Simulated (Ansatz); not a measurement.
An input for Ansatz 0.2.0 (HfB2):

Contents of run.py:

```python
import json

import ase.io
import numpy as np

import ansatz as az

atoms = ase.io.read("HfB2.cif")
atoms.info.pop("occupancy", None)

calculation = (
    az.Crystal.from_ase(atoms)
    .calculation()
    .kpoints(5, 5, 4)
    .functional(az.LibraryFunctional(name="BHLYP"), dispersion="d3bj")
    .pseudopotentials(kind="paw", source="jth")
    .scf(algorithm="direct_min", extra_bands=7)
    .occupations(method="methfessel_paxton", width=0.15)
    .band_structure(path=(((0.0, 0.0, 0.0), (0.5, 0.0, 0.0), (0.3333333333, 0.3333333333, 0.0), (0.0, 0.0, 0.0),
        (0.0, 0.0, 0.5), (0.5, 0.0, 0.5), (0.3333333333, 0.3333333333, 0.5), (0.0, 0.0, 0.5)), ((0.5, 0.0, 0.5),
        (0.5, 0.0, 0.0)), ((0.3333333333, 0.3333333333, 0.0), (0.3333333333, 0.3333333333, 0.5))), intervals=4)
    .forces()
    .stress()
    .band_table(publish=True)
)
outcome = calculation.run(threads=2, events_out="events.jsonl")

report = outcome.report
for line in open("events.jsonl"):
    event = json.loads(line)
    if event["event"] == "scf_iter":
        d = event["data"]
        print(f"SCF {d['iter']:3d}  HF = {d['harris_foulkes_ev']:.6f} eV  dr2 = {d['dr2_ev']:.2e} eV")
    elif event["event"] in ("relax_step", "md_step"):
        d = event["data"]
        print(f"{event['event']} {d['step']:3d}  E = {d['lagrangian_ev']:.6f} eV")
np.set_printoptions(precision=5, suppress=True, linewidth=110)
print("converged:", report["converged"], "after", report["n_iterations"], "iterations")
print(f"free energy {report['free_energy_ev']:.6f} eV, Fermi level {report['fermi_energy_ev']:.4f} eV")
for key in ("band_edges_ev", "magnetization_mub", "site_moments_mub", "site_moments_nc_mub", "forces_ev_ang",
                "stress_gpa"):
    if report.get(key) is not None:
        print(key, np.array(report[key]), sep="\n")
```

The input HfB2.cif:

```cif
data_HfB2
_cell_length_a 3.14000000
_cell_length_b 3.14000000
_cell_length_c 3.48000000
_cell_angle_alpha 90.00000000
_cell_angle_beta 90.00000000
_cell_angle_gamma 120.00000000
_space_group_name_H-M_alt 'P6/mmm'
_space_group_name_Hall '-P 6 2'
_space_group_IT_number 191
loop_
_space_group_symop_operation_xyz
'x,y,z'
'-x,-y,-z'
'x-y,x,z'
'-x+y,-x,-z'
'-y,x-y,z'
'y,-x+y,-z'
'-x,-y,z'
'x,y,-z'
'-x+y,-x,z'
'x-y,x,-z'
'y,-x+y,z'
'-y,x-y,-z'
'-y,-x,-z'
'y,x,z'
'-x,-x+y,-z'
'x,x-y,z'
'-x+y,y,-z'
'x-y,-y,z'
'y,x,-z'
'-y,-x,z'
'x,x-y,-z'
'-x,-x+y,z'
'x-y,-y,-z'
'-x+y,y,z'
loop_
_atom_site_label
_atom_site_type_symbol
_atom_site_symmetry_multiplicity
_atom_site_Wyckoff_symbol
_atom_site_fract_x
_atom_site_fract_y
_atom_site_fract_z
_atom_site_occupancy
Hf1 Hf 1 a 0.0000000000 0.0000000000 0.0000000000 1
B1 B 2 d 0.6666666667 0.3333333333 0.5000000000 1
```

Potentials or basis: JTH PAW.

Command:

```bash
$ python run.py
```

Problem. Does this run start?

Solution. The run stopped without a result. It printed:

Output:

```text
Traceback (most recent call last):
  File "run.py", line 26, in <module>
  [frames inside libraries left out]
ansatz.RefusalError: scf.algorithm: direct_min / scf.convergence.dm_fallback with hamiltonian.xc: <hybrid> without scf.eigensolver.kind.support_functions — direct minimisation on plane waves has no term of exact exchange; use an LDA or a GGA, or take scf.algorithm: direct_min and scf.convergence.dm_fallback out of the deck
```
